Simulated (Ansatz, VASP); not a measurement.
Given: the input of a run of Ansatz 0.2.0 on KCl.

Contents of input.yaml:

```yaml
crystal:
  lattice:
    - [3.9144934694, 0.0, 0.0]
    - [0.0, 3.9144934694, 0.0]
    - [0.0, 0.0, 3.9144934694]
  atoms:
    - { symbol: K, position: [0.0, 0.0, 0.0] }
    - { symbol: Cl, position: [0.5, 0.5, 0.5] }
kpoints:
  mp_grid: { grid: [7, 7, 7] }
scf:
  occupations: { method: fermi_dirac, width: 0.05 }
hamiltonian:
  xc: pbe
  pseudopotentials: { kind: all_electron, lapw: { basis_error: 0.0005 } }
output:
  forces: true
  stress: true
  eigenvalues: true
```

Potentials or basis: all-electron LAPW, scalar-relativistic.

Run with:

```bash
$ ansatz run input.yaml --threads 1 --pin off --max-ram 3072MiB --backend cpu --events-out ev --progress --plain --runs-dir out
```

Task: Translate it to VASP 6.6.1. Potentials there: VASP PAW PBE potentials, release 64 (K_sv, Cl).

Result: As run (the cutoff follows the program's own potentials):

The input INCAR:

```
SYSTEM = KCl
PREC = Accurate ; ENCUT = 520
EDIFF = 1E-7 ; ISMEAR = -1
SIGMA = 0.05 ; LREAL = .False.
LASPH = .True. ; NELM = 80
ALGO = Normal ; ISIF = 2
LWAVE = .False. ; LCHARG = .True.
GGA = PE ; LELF = .True.
LVHAR = .True. ; NBANDS = 15
```

File KPOINTS:

```
regular mesh
0
Gamma
  7 7 7
  0 0 0
```

POSCAR

```
KCl
1.0
    3.9144934694      0.0000000000      0.0000000000
    0.0000000000      3.9144934694      0.0000000000
    0.0000000000      0.0000000000      3.9144934694
K Cl
1 1
Direct
    0.0000000000      0.0000000000      0.0000000000
    0.5000000000      0.5000000000      0.5000000000
```

Potentials or basis: VASP PAW PBE potentials, release 64 (K_sv, Cl).

Run with:

```console
$ cat potpaw_PBE.64/K_sv/POTCAR potpaw_PBE.64/Cl/POTCAR > POTCAR
$ mpirun -np 1 vasp_std > vasp.out
```

Both were run:

|  | VASP | Ansatz | Ansatz less VASP |
| --- | --- | --- | --- |
| gap on the k mesh at the Fermi level (eV) | 4.58 | 4.58 | 0.000 |
| least direct gap on the mesh (eV) | 4.76 | 4.76 | 0.000 |
| pressure (GPa) | -1.0 | -1.0 | 0.00 |

Ansatz ran all-electron here, so the differences hold the error of VASP's frozen core and of both bases.

Caveats: an odd mesh through Γ misses points on the zone boundary, where band edges often lie.
